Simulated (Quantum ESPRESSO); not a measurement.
A run of Quantum ESPRESSO 7.5 is set up as follows.

File pw.in:

```
&CONTROL
  calculation = 'scf'
  prefix = 'pwscf'
  outdir = './tmp'
  pseudo_dir = './pseudo'
  tprnfor = .true.
  tstress = .true.
  disk_io = 'nowf'
/
&SYSTEM
  ibrav = 0
  nat = 2
  ntyp = 2
  ecutwfc = 60
  ecutrho = 480
  nbnd = 16
  occupations = 'smearing'
  smearing = 'fd'
  degauss = 0.00367493
/
&ELECTRONS
  conv_thr = 4d-10
  electron_maxstep = 120
  mixing_beta = 0.5
/
ATOMIC_SPECIES
Sn   118.7100 Sn_pbe_v1.uspp.F.UPF
Se    78.9710 Se_pbe_v1.uspp.F.UPF
CELL_PARAMETERS angstrom
   0.0000000000    3.0100000000    3.0100000000
   3.0100000000    0.0000000000    3.0100000000
   3.0100000000    3.0100000000    0.0000000000
ATOMIC_POSITIONS crystal
Sn     0.0000000000    0.0000000000    0.0000000000
Se     0.5000000000    0.5000000000    0.5000000000
K_POINTS automatic
8 8 8 0 0 0
```

Potentials or basis: SSSP 1.3 efficiency PBE.

Launch:

```bash
$ OMP_NUM_THREADS=1 pw.x -in pw.in > pw.out
```

(1) Estimate the band gap on the k mesh.

(2) What does it give for the pressure?

Results:

(1) 0.58 eV, direct.

(2) 0.9 GPa.

Caveat: spin-orbit coupling is left out, which moves the levels of the heavy elements.
